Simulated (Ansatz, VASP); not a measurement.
**Pd: VASP beside Ansatz**

```
Pd
1.0
     0.00000    1.94650    1.94650
     1.94650    0.00000    1.94650
     1.94650    1.94650    0.00000
Pd
1
Direct
  0.00000 0.00000 0.00000
```

Alike in both runs: task relaxation of cell and atoms; functional PBE; k mesh 12 × 12 × 12; occupations fermi-dirac, width 0.05 eV; no spin polarisation.

|  | VASP | Ansatz |
| --- | --- | --- |
| version | VASP 6.6.1 | Ansatz 0.2.0 |
| potentials or method | VASP PAW PBE potentials, release 64 (Pd) | Ansatz PAW |
| plane-wave cutoff (eV) | 600 | 420 |
| valence electrons in the cell | 10 | 18 |

|  | VASP | Ansatz | Ansatz less VASP |
| --- | --- | --- | --- |
| gap on the k mesh at the Fermi level, each at its own relaxed structure (eV) | none | none | - |
| relaxed volume (Å³/atom) | 15.29 | 15.31 | +0.029 |
| relaxed cell length with the largest relative difference (Å) | 2.786 | 2.787 | +0.0017 |
| energy change over the relaxation (meV/atom) | -10 | -12 | -1.3 |

A gap of «none» marks a metal or a gap that the smearing closes. The two sets of potentials don't hold the same shells in valence.

Caveats: the plane-wave basis is chosen anew once the cell has moved, so the energies of steps on either side of that aren't comparable (Ansatz). PBE usually gives volumes a little too large and moduli too small. Zero-point motion and thermal expansion aren't in these numbers.
